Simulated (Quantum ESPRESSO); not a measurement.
# BN (F-43m) in Quantum ESPRESSO: notebook, part 3 of 4

Quantum ESPRESSO 7.5. Earlier steps stand in the parts before.

## (4) Phonons, PBE

pw.in

```
&CONTROL
  calculation = 'scf'
  prefix = 'pwscf'
  outdir = './tmp'
  pseudo_dir = './pseudo'
  tprnfor = .true.
  tstress = .true.
  disk_io = 'low'
/
&SYSTEM
  ibrav = 0
  nat = 2
  ntyp = 2
  ecutwfc = 60
  ecutrho = 480
  nbnd = 9
  occupations = 'smearing'
  smearing = 'fd'
  degauss = 0.00367493
/
&ELECTRONS
  conv_thr = 4d-10
  electron_maxstep = 120
  mixing_beta = 0.5
/
ATOMIC_SPECIES
N     14.0070 N.pbe-n-radius_5.UPF
B     10.8100 b_pbe_v1.4.uspp.F.UPF
CELL_PARAMETERS bohr
   0.0000000000    3.4260753537    3.4260753537
   3.4260753537    0.0000000000    3.4260753537
   3.4260753537    3.4260753537    0.0000000000
ATOMIC_POSITIONS bohr
N      1.7130376768    1.7130376768    1.7130376768
B      0.0000000000    0.0000000000    0.0000000000
K_POINTS automatic
8 8 8 1 1 1
```

scf2.in

```
&CONTROL
  calculation = 'scf'
  prefix = 'pwscf'
  outdir = './tmp'
  pseudo_dir = './pseudo'
  tprnfor = .true.
  tstress = .true.
  disk_io = 'low'
/
&SYSTEM
  ibrav = 0
  nat = 2
  ntyp = 2
  ecutwfc = 60
  ecutrho = 480
  nbnd = 9
  occupations = 'fixed'
/
&ELECTRONS
  conv_thr = 1d-13
  electron_maxstep = 120
  mixing_beta = 0.5
  startingpot = 'file'
  startingwfc = 'file'
/
ATOMIC_SPECIES
N     14.0070 N.pbe-n-radius_5.UPF
B     10.8100 b_pbe_v1.4.uspp.F.UPF
CELL_PARAMETERS bohr
   0.0000000000    3.4260753537    3.4260753537
   3.4260753537    0.0000000000    3.4260753537
   3.4260753537    3.4260753537    0.0000000000
ATOMIC_POSITIONS bohr
N      1.7130376768    1.7130376768    1.7130376768
B      0.0000000000    0.0000000000    0.0000000000
K_POINTS automatic
8 8 8 1 1 1
```

ph.in

```
phonons of BN
&INPUTPH
  prefix = 'pwscf'
  outdir = './tmp'
  tr2_ph = 1d-18
  fildyn = 'dyn'
  niter_ph = 90
  alpha_mix(1) = 0.7
  epsil = .true.
/
0.0000000000 0.0000000000 0.0000000000
```

dynmat.in

```
&INPUT
  fildyn = 'dyn'
  asr = 'crystal'
  lperm = .true.
  filout = 'dynmat.disp'
  fileig = 'dynmat.eig'
/
```

dynmat_lo.in

```
&INPUT
  fildyn = 'dyn'
  asr = 'crystal'
  filout = 'dynmat_lo.disp'
  fileig = 'dynmat_lo.eig'
  q(1) = 0
  q(2) = 0
  q(3) = 1
/
```

Potentials or basis: SSSP 1.3 efficiency PBE.

Launch:

```sh
$ OMP_NUM_THREADS=1 pw.x -in pw.in > pw.out
$ OMP_NUM_THREADS=1 pw.x -in scf2.in > scf2.out
$ OMP_NUM_THREADS=1 ph.x -in ph.in > ph.out
$ OMP_NUM_THREADS=1 dynmat.x -in dynmat.in > dynmat.out
$ OMP_NUM_THREADS=1 dynmat.x -in dynmat_lo.in > dynmat_lo.out
```

pw.out:

```text
This program is part of the open-source Quantum ESPRESSO suite
     for quantum simulation of materials; please cite
[... 9 lines left out ...]
     --------------------
     sticks:   dense  smooth     PW     G-vecs:    dense   smooth      PW
     Sum         769     379    127                14211     5029     965

     Using Slab Decomposition

     bravais-lattice index     =            0
     lattice parameter (alat)  =       4.8452  a.u.
     unit-cell volume          =      80.4305 (a.u.)^3
     number of atoms/cell      =            2
     number of atomic types    =            2
     number of electrons       =         8.00
     number of Kohn-Sham states=            9
     kinetic-energy cutoff     =      60.0000  Ry
     charge density cutoff     =     480.0000  Ry
     scf convergence threshold =      4.0E-10
     mixing beta               =       0.5000
     number of iterations used =            8  plain     mixing
     Exchange-correlation=  SLA  PW   PBX  PBC
                           (   1   4   3   4   0   0   0)

     celldm(1)=   4.845202  celldm(2)=   0.000000  celldm(3)=   0.000000
     celldm(4)=   0.000000  celldm(5)=   0.000000  celldm(6)=   0.000000

     crystal axes: (cart. coord. in units of alat)
               a(1) = (   0.000000   0.707107   0.707107 )
               a(2) = (   0.707107   0.000000   0.707107 )
               a(3) = (   0.707107   0.707107   0.000000 )

     reciprocal axes: (cart. coord. in units 2 pi/alat)
               b(1) = ( -0.707107  0.707107  0.707107 )
               b(2) = (  0.707107 -0.707107  0.707107 )
               b(3) = (  0.707107  0.707107 -0.707107 )

     PseudoPot. # 1 for N  read from file:
     N.pbe-n-radius_5.UPF
     Pseudo is Ultrasoft + core correction, Zval =  5.0
     Generated using "atomic" code by A. Dal Corso  v.5.1
     Using radial grid of 1085 points,  4 beta functions with:
                l(1) =   0
                l(2) =   0
                l(3) =   1
                l(4) =   1
     Q(r) pseudized with 0 coefficients

     PseudoPot. # 2 for B  read from file:
     b_pbe_v1.4.uspp.F.UPF
     Pseudo is Ultrasoft + core correction, Zval =  3.0
     Generated by new atomic code, or converted to UPF format
     Using radial grid of  781 points,  4 beta functions with:
                l(1) =   0
                l(2) =   0
                l(3) =   1
                l(4) =   1
     Q(r) pseudized with  8 coefficients,  rinner =    1.100   1.100   1.100

     atomic species   valence    mass     pseudopotential
     N                 5.00    14.00700     N ( 1.00)
     B                 3.00    10.81000     B ( 1.00)

     24 Sym. Ops. (no inversion) found

   Cartesian axes

     site n.     atom                  positions (alat units)
         1        N      tau(   1) = (   0.3535534   0.3535534   0.3535534  )
         2        B      tau(   2) = (   0.0000000   0.0000000   0.0000000  )

     number of k points=    60  Fermi-Dirac smearing, width (Ry)=  0.0037
                       cart. coord. in units 2pi/alat
        k(    1) = (   0.0441942   0.0441942   0.0441942), wk =   0.0078125
        k(    2) = (   0.1325825   0.1325825  -0.0441942), wk =   0.0234375
        k(    3) = (   0.2209709   0.2209709  -0.1325825), wk =   0.0234375
        k(    4) = (   0.3093592   0.3093592  -0.2209709), wk =   0.0234375
        k(    5) = (  -0.3093592  -0.3093592   0.3977476), wk =   0.0234375
        k(    6) = (  -0.2209709  -0.2209709   0.3093592), wk =   0.0234375
[... 52 lines left out ...]
        k(   59) = (   0.3093592   0.3093592   0.3093592), wk =   0.0078125
        k(   60) = (  -0.3093592  -0.3093592   0.9280777), wk =   0.0234375

     Dense  grid:    14211 G-vectors     FFT dimensions: (  36,  36,  36)

     Smooth grid:     5029 G-vectors     FFT dimensions: (  24,  24,  24)

     Initial potential from superposition of free atoms

     starting charge       7.9997, renormalised to       8.0000
     Starting wfcs are    8 randomized atomic wfcs +    1 random wfcs

     Self-consistent Calculation

     iteration #  1     ecut=    60.00 Ry     beta= 0.50
     Davidson diagonalization with overlap
     ethr =  1.00E-02,  avg # of iterations =  5.3

     total energy              =     -26.72088247 Ry
     estimated scf accuracy    <       0.21129978 Ry
[... 43 lines left out ...]
     iteration #  8     ecut=    60.00 Ry     beta= 0.50
     Davidson diagonalization with overlap
     ethr =  8.52E-10,  avg # of iterations =  1.1

     End of self-consistent calculation

          k = 0.0442 0.0442 0.0442 (   621 PWs)   bands (ev):

    -9.0141  10.4714  10.8966  10.8966  19.9157  19.9489  19.9489  21.5408
    35.4971
[... 128 lines left out ...]
    -3.6883   2.3464   5.8802   6.2281  15.7975  20.4676  28.5327  28.5775
    31.4446

          k =-0.5745 0.1326-0.0442 (   638 PWs)   bands (ev):

    -4.3363   3.2043   5.6507   6.3897  17.1190  21.5911  26.7082  27.7946
    30.9387

          k =-0.4861 0.2210-0.1326 (   635 PWs)   bands (ev):

    -4.9009   2.4997   6.4853   7.5363  19.1925  23.5522  24.5741  25.5768
    30.9163

          k =-0.4861 0.0442 0.0442 (   635 PWs)   bands (ev):

    -5.5549   4.5989   6.7700   6.9532  16.8213  21.3417  26.4935  26.5479
    30.3599

          k =-0.3977 0.1326-0.0442 (   628 PWs)   bands (ev):

    -6.4075   5.1197   7.2240   8.1450  18.4876  22.8722  24.0179  24.9797
    30.1352

          k =-0.3094 0.0442 0.0442 (   625 PWs)   bands (ev):
[... 141 lines left out ...]
    -4.7342   0.7937   7.7576   8.6990  20.7320  22.3490  22.5797  26.4927
    32.8393

     the Fermi energy is    13.2415 ev

!    total energy              =     -26.76149255 Ry
     estimated scf accuracy    <          3.8E-10 Ry
     smearing contrib. (-TS)   =       0.00000000 Ry
     internal energy E=F+TS    =     -26.76149255 Ry

     The total energy is F=E-TS. E is the sum of the following terms:
     one-electron contribution =       4.47440768 Ry
     hartree contribution      =       3.62463391 Ry
     xc contribution           =      -8.59967134 Ry
     ewald contribution        =     -26.26086280 Ry

     convergence has been achieved in   8 iterations

     Forces acting on atoms (cartesian axes, Ry/au):

     atom    1 type  1   force =     0.00000000    0.00000000   -0.00000000
     atom    2 type  2   force =    -0.00000000   -0.00000000    0.00000000

     Total force =     0.000000     Total SCF correction =     0.000000

     Computing stress (Cartesian axis) and pressure

          total   stress  (Ry/bohr**3)                   (kbar)     P=      -17.61
  -0.00011971   0.00000000   0.00000000          -17.61        0.00        0.00
   0.00000000  -0.00011971   0.00000000            0.00      -17.61        0.00
   0.00000000   0.00000000  -0.00011971            0.00        0.00      -17.61

=------------------------------------------------------------------------------=
   JOB DONE.
=------------------------------------------------------------------------------=
```

scf2.out:

```text
This program is part of the open-source Quantum ESPRESSO suite
     for quantum simulation of materials; please cite
[... 9 lines left out ...]
     --------------------
     sticks:   dense  smooth     PW     G-vecs:    dense   smooth      PW
     Sum         769     379    127                14211     5029     965
[... 494 lines left out ...]
  -0.00012015  -0.00000000  -0.00000000          -17.67       -0.00       -0.00
  -0.00000000  -0.00012015  -0.00000000           -0.00      -17.67       -0.00
  -0.00000000  -0.00000000  -0.00012015           -0.00       -0.00      -17.67

=------------------------------------------------------------------------------=
   JOB DONE.
=------------------------------------------------------------------------------=
```

Wall time 74 s (1 thread of Arm Neoverse V1, shared host); peak memory 0.05 GiB.

What came out:

```
Free energy                                             : -364.1087 eV
Pressure after relaxing                                 : -1.8 GPa
Electronic dielectric tensor (diagonal)                 : 4.61
Born charges (mean of the diagonal)                     : N -1.90; B +1.92 e
Highest phonon frequency at Γ, LO-TO splitting left out : 1021 cm⁻¹
Static dielectric tensor (diagonal)                     : 6.98
```

Phonon frequencies in cm⁻¹ (negative: imaginary):
```tsv
q point	frequencies
(0.000, 0.000, 0.000)	-7 -7 -7 1021 1021 1021
```

Electronic dielectric tensor:
```
4.61 0.00 0.00
0.00 4.61 0.00
0.00 0.00 4.61
```

Born effective charge tensors (e):
atom 1, N
```
-1.90  0.00  0.00
 0.00 -1.90  0.00
 0.00  0.00 -1.90
```
atom 2, B
```
1.92 0.00 0.00
0.00 1.92 0.00
0.00 0.00 1.92
```

Optical modes at Γ, degenerate ones joined, polar ones without the macroscopic field:
```
cm⁻¹  components  symmetry     active in  IR intensity, summed ((D/Å)²/amu)
1021           3        T2  IR and Raman                              41.50
```

Zone-centre frequencies without and with the macroscopic field along z (cm⁻¹):
```tsv
	optical modes in rising order
without	1021 1021 1021
with the field	1021 1021 1257
```

Static dielectric tensor, electrons and zone-centre modes:
```
6.98 0.00 0.00
0.00 6.98 0.00
0.00 0.00 6.98
```

(Part 3 of 4 ends here.)
